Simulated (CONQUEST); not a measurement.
Set up this calculation in CONQUEST 1.3, as the native input.

```
Task                : single point
Functional          : PBE
Dispersion          : D2
Potentials or basis : PseudoDojo NC PBE, DZP, grid cutoff 80 Ha
k mesh              : 6 × 4 × 2
Occupations         : fermi-dirac, width 0.027 eV
Spin                : no spin polarisation
Solver              : diagonalisation
SCF tolerance       : 1e-06
```

The system is P.

```
P
1.0
     3.47375    0.00000    0.00000
     0.00000    5.92098    0.00000
     0.00000    0.00000    9.41872
P
12
Direct
  0.00000 0.00000 0.22708
  0.00000 0.33333 0.89375
  0.00000 0.66667 0.56041
  0.50000 0.16667 0.56041
  0.50000 0.50000 0.22708
  0.50000 0.83333 0.89375
  0.00000 0.00000 0.77292
  0.00000 0.33333 0.43959
  0.00000 0.66667 0.10625
  0.50000 0.16667 0.10625
  0.50000 0.50000 0.77292
  0.50000 0.83333 0.43959
```

The cell isn't the ideal one: edges of the box strained at random at fixed volume.

The input as run:

Conquest_input

```
IO.Title P
IO.Coordinates coords.dat
IO.FractionalAtomicCoords F
IO.Iprint 2
IO.Iprint_init 1
General.NumberOfSpecies 1
General.PseudopotentialType hamann
General.DistanceUnits A
General.DFT_D2 T
AtomMove.TypeOfRun static
AtomMove.FullStress T
Grid.GridCutoff 80
DM.SolutionMethod diagon
Diag.MPMesh T
Diag.GammaCentred T
Diag.MPMeshX 6
Diag.MPMeshY 4
Diag.MPMeshZ 2
Diag.kT 0.00099223
minE.SCTolerance 1e-6
SC.MaxIters 100
IO.AtomChargeOutput T
IO.DumpChargeDensity T
%block ChemicalSpeciesLabel
1 30.970 P
%endblock
```

coords.dat

```
    3.4737540000     0.0000000000     0.0000000000
    0.0000000000     5.9209840000     0.0000000000
    0.0000000000     0.0000000000     9.4187240000
12
  0.0000000000   0.0000000000   2.1388062006 1 T T T
  0.0000000000   1.9736613314   8.4179555371 1 T T T
  0.0000000000   3.9473226686   5.2783808641 1 T T T
  1.7368770000   0.9868306686   5.2783808641 1 T T T
  1.7368770000   2.9604920000   2.1388062006 1 T T T
  1.7368770000   4.9341533314   8.4179555371 1 T T T
  0.0000000000   0.0000000000   7.2799177994 1 T T T
  0.0000000000   1.9736613314   4.1403431359 1 T T T
  0.0000000000   3.9473226686   1.0007684629 1 T T T
  1.7368770000   0.9868306686   1.0007684629 1 T T T
  1.7368770000   2.9604920000   7.2799177994 1 T T T
  1.7368770000   4.9341533314   4.1403431359 1 T T T
```

Potentials or basis: PseudoDojo NC PBE, DZP, grid cutoff 80 Ha.

The run is started by

```console
$ Conquest
```

Results of the run:

The pressure is 2.0 GPa, the largest force is 0.323 eV/Å and the band gap on the k mesh is none (metal or under the smearing width).

Caveat: the log labels positions in bohr as Å; the basis of atomic orbitals isn't converged, which shifts pressures, moduli and gaps; pairwise dispersion overbinds metals, which lowers pressure and volume.

Run time: 45 s on 1 thread of Intel(R) Xeon(R) Platinum 8488C (Sapphire Rapids), on a shared host, peak memory 0.87 GiB.
